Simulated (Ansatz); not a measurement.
(111) slab cut from the bulk of Ta, Fm-3m (No. 225); the slab's formula is Ta:

```xyz
5
Lattice="2.9861 0.0000 0.0000 -1.4931 2.5861 0.0000 0.0000 0.0000 24.7526" Properties=species:S:1:pos:R:3 pbc="T T T"
Ta    1.4931    0.8620    7.5000
Ta    0.0000    1.7240    9.9382
Ta    0.0000    0.0000   12.3763
Ta    1.4931    0.8620   14.8145
Ta    0.0000    1.7240   17.2526
```

Computed with DFT PBE, scalar-relativistic, plane waves, PAW in Ansatz 0.2.0. Settings: cutoff 420 eV, Γ-centred mesh 12×12×1 on the computed 5-atom cell, Gaussian smearing of 0.10 eV; no spin polarisation. A dipole correction removes the field between periodic images along c.

Question: What forces act on the atoms?

Answer:
```csv
atom,Fx (eV/Å),Fy (eV/Å),Fz (eV/Å)
Ta1,0.000,0.000,0.143
Ta2,0.000,0.000,-0.129
Ta3,0.000,0.000,0.000
Ta4,0.000,0.000,0.129
Ta5,0.000,0.000,-0.143
```

Spin–orbit coupling is left out, which can shift energies with elements as heavy as these.

The reference crystal is the fcc form of Ta, which isn't its usual structure.

Cost: 1 run of about 0.3 core-minutes, on Arm Neoverse V1 (shared hosts).